### Why do iridium and rhodium dislike bcc so much more than platinum does?

I'm comparing six metals relaxed in bcc and in hcp with the r2SCAN functional. A negative E(hcp) − E(bcc) means that hcp is lower in energy.

Six elemental metals in the bcc and hcp structures, computed with Ansatz 0.2.0 (plane-wave PAW, r2SCAN, scalar-relativistic), with cells relaxed to zero pressure. The cutoff is 500 eV, the Gaussian smearing 0.05 eV, and the number of k points times the cell edge 41 to 53 Å. Ni is spin-polarized, with moments given per atom; the others are held non-magnetic.

```tsv
element	Z	group	period	volume, bcc (Å³/atom)	E(hcp) - E(bcc) (meV/atom)	V(hcp)/V(bcc) - 1 (%)	largest moment, hcp (muB)	largest moment, bcc (muB)
Al	13	13	3	16.22	-72	-1.2	0.00	0.00
Ni	28	10	4	10.57	-72	-0.1	0.79	0.68
Rh	45	9	5	14.10	-322	-2.4	0.00	0.00
Sn	50	14	5	27.11	-18	-0.5	0.00	0.00
Ir	77	9	6	14.72	-614	-3.1	0.00	0.00
Pt	78	10	6	15.47	-25	-0.4	0.00	0.00
```

All six prefer hcp, but Ir does so by 614 meV an atom and its neighbour Pt by only 25. My first thought was packing: hcp is the denser structure, and the metals that shrink most also gain most. Is that the reason, or does hcp simply allow stronger d bonding?

### Answer

The packing idea looks good at first, since the volume change and the energy difference correlate with a coefficient of 0.94. Al and Ni already cast doubt on it. They have the same preference for hcp within the accuracy of about 10 meV, yet Al shrinks by 1.2% and Ni by only 0.1%.

A better test is to ask what the shrinking is worth. Near its best volume $V$, a solid pays the elastic energy $\tfrac12 B(\Delta V)^2/V$ for a volume change $\Delta V$, where $B$ is the bulk modulus. For Ir, a rough recalled $B$ of 350 GPa is about 2.2 eV/Å³, so

$$\tfrac12 \times 2.2 \times 14.72 \times (0.031)^2 \approx 0.016\ \text{eV}.$$

If hcp Ir were held at the bcc volume, it would lose only this much, under 3% of its advantage. The same holds for the other five metals, so the arrangement of the atoms matters far more than the density.

For Ir and Rh the contraction looks more like a consequence of the energy difference. Squeezing a transition metal widens its d band, roughly as $V^{-5/3}$, and magnifies whatever advantage one structure has, so the favoured structure gains by shrinking a little. Balancing this gain against the elastic cost gives contractions of 3.2% for Ir and 2.3% for Rh, close to the table. The estimate is much too large for Ni and too small for Pt. In Ni the larger magnetic moment in hcp may oppose the contraction, but that is untested.

Your second idea can be judged from its limits. An empty d band gives no d bonding, and neither does a full one, where bonding and antibonding states are all occupied. In between, Friedel's model makes the bond energy proportional to $W N(10-N)$, with $W$ the width of the d band and $N$ the number of d electrons. If hcp won a fixed share of this energy, scaled to match Ir, Pt should prefer hcp by about 280 meV instead of 25. A fixed share would also favour the same structure right across the transition series, whereas tungsten, near half filling, is well known to be bcc.

What remains is the **shape** of the d band, which depends on how the atoms are arranged. In bcc the d states gather into a bonding group and an antibonding group with a dip between them. At half filling the electrons occupy mainly the low group, and bcc does well. At the filling of Rh and Ir they must also cross the dip and enter the antibonding group, which costs more than filling the more evenly spread states of hcp. Pt has about one d electron more than Ir. In bcc the crowded antibonding group can take it with little rise in the highest filled level, while in hcp that level climbs faster, so bcc is expected to catch up. Having fewer holes also makes the shape matter less, but the fixed-share estimate shows that this alone would not bring Pt down so far.

The calculated densities of states fit this picture. At the Fermi level, bcc Ir has 4.1 states per eV and atom against 1.1 in hcp. Rh shows the same contrast more weakly, and in Pt the order is reversed. These numbers show how crowded the states are at the Fermi level; that the shape of the band sets the energy difference is an argument from band theory. Ir, like every metal here except Ni, was also held non-magnetic, and a magnetic bcc state, which such a high density of states might allow, would reduce the 614 meV.

A simple model turns the argument into a number. It takes the energy difference divided by $W$ as a straight line in the d-electron count, fixed by Ir and Pt alone. For Rh, which was not used to fix the line, it gives −359 meV, 11% larger in size than the table's −322. This is one test with rough recalled band widths, and the small Pt value that fixes one end of the line could shift with spin-orbit coupling, which is left out, and by a few meV because the k-point meshes differ between bcc and hcp. The hcp cell of Pt is also stretched, with c/a about 7% above that of ideal packing, so its value is not that of ideal hcp. The test therefore supports a dependence on d filling, but does not prove that band shape is the cause. For Ni, the only magnetic metal here, the line gives about half the computed preference; the magnetic state of Ni was not tested for a lower one, and r2SCAN tends to make the moment of Ni too large. The printed analysis below has the details.

So for a neighbouring transition metal, first count the holes in its d shell: going from about two in Ir to one in Pt removes most of the preference. In the model a wider d band enlarges it at equal filling, which explains part of the difference between Ir and Rh; their slightly different fillings add to it. Between Ni and Pt, filling outweighs width: Ni has the narrower band, but its slightly lower d count already gives it the larger preference in the model, 38 meV against 25. Only the size is off, since the computed preference of Ni is 72 meV, and the model does not explain the excess. The line must not be carried towards half filling, where the preference reverses, or to a full d band, where the d-band contribution should vanish but the line favours bcc. Al and Sn lie outside this rule, because they have no open d shell and their preferences need a nearly-free-electron explanation.

For Ir or Rh in interconnects and contacts, the result means that a bcc film would be strongly driven towards closer packing. That need not be hcp: at ambient conditions Sn is tetragonal and the other five metals, Ir and Rh among them, are fcc. The result says nothing about the film's resistance.

Numerical output:

```
Cost of squeezing bcc to the hcp volume:
  row  c/a of hcp  elastic cost meV/atom  share of preference %
   Al       1.608                  0.554                 0.7694
   Ni       1.667               0.005938               0.008247
   Rh       1.606                  6.843                  2.125
   Sn       1.714                 0.1184                  0.658
   Ir        1.62                  15.45                  2.516
   Pt       1.746                 0.2163                 0.8651
Correlation of volume change with energy difference, six rows: 0.9365
Volume change for hard spheres of fixed size, bcc to ideal hcp, %: -8.144
Preference for hcp, Ir over Pt, ratio: 24.56
Preference for hcp, Ir over Rh, ratio: 1.907
Volume change expected from the energy difference, Rh, %: -2.259
Volume change expected from the energy difference, Ir, %: -3.182
Volume change expected from the energy difference, Pt, %: -0.1541
Volume change expected from the energy difference, Ni, %: -1.011
Fixed share of d-bond energy scaled to Ir, Rh, meV/atom: -435
Fixed share of d-bond energy scaled to Ir, Pt, meV/atom: -280.6
Filling line through Ir and Pt, prediction for Rh, meV/atom: -358.6
Filling line, Rh prediction less table, meV/atom: -36.62
Filling line, prediction for magnetic Ni, meV/atom: -38.03
States at Fermi level, Rh, bcc then hcp, per eV and atom, bcc: 2.164
States at Fermi level, Rh, hcp, per eV and atom: 1.593
States at Fermi level, Ir, bcc, per eV and atom: 4.133
States at Fermi level, Ir, hcp, per eV and atom: 1.145
States at Fermi level, Pt, bcc, per eV and atom: 0.895
States at Fermi level, Pt, hcp, per eV and atom: 1.423
```
